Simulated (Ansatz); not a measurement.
**Moving the choice of potentials or basis in SrO**

```xyz
2
Lattice="0.0000 2.5663 2.5663 2.5663 0.0000 2.5663 2.5663 2.5663 0.0000" Properties=species:S:1:pos:R:3 pbc="T T T"
Sr    2.5663    2.5663    2.5663
O     0.0000    0.0000    0.0000
```

Kept alike: task equation of state; functional PBEsol; k mesh 9 × 9 × 9; occupations fermi-dirac, width 0.05 eV; no spin polarisation. Program: Ansatz. Cutoffs run from 420 to 1380 eV. The mesh is that of the run's cell of 2 atoms. No spin-orbit coupling.

```csv
choice of potentials or basis,volume (Å³/atom),bulk modulus (GPa)
Ansatz PAW (files of its older set among them) (made for PBE),16.801,93.9
Ansatz PAW (made for PBE),16.801,93.7
JTH PAW (made for PBE),16.775,93.9
PseudoDojo standard (made for PBE),16.769,94.0
PseudoDojo stringent (made for PBE),16.779,94.0
```

Volume and modulus come from cells scaled at fixed shape and fractions.

Problem. What does the choice of potentials or basis change here?

Solution. The volume runs from 16.769 (PseudoDojo standard (made for PBE)) to 16.801 Å³/atom (Ansatz PAW (files of its older set among them) (made for PBE); Ansatz PAW (made for PBE)). Measured: 17.18 Å³/atom at 298.15 K (a printed reference work); nearest Ansatz PAW (files of its older set among them) (made for PBE); Ansatz PAW (made for PBE), 0.38 Å³/atom off. The runs are for a static lattice. The bulk modulus runs from 93.7 (Ansatz PAW (made for PBE)) to 94.0 GPa (PseudoDojo standard (made for PBE); PseudoDojo stringent (made for PBE)).
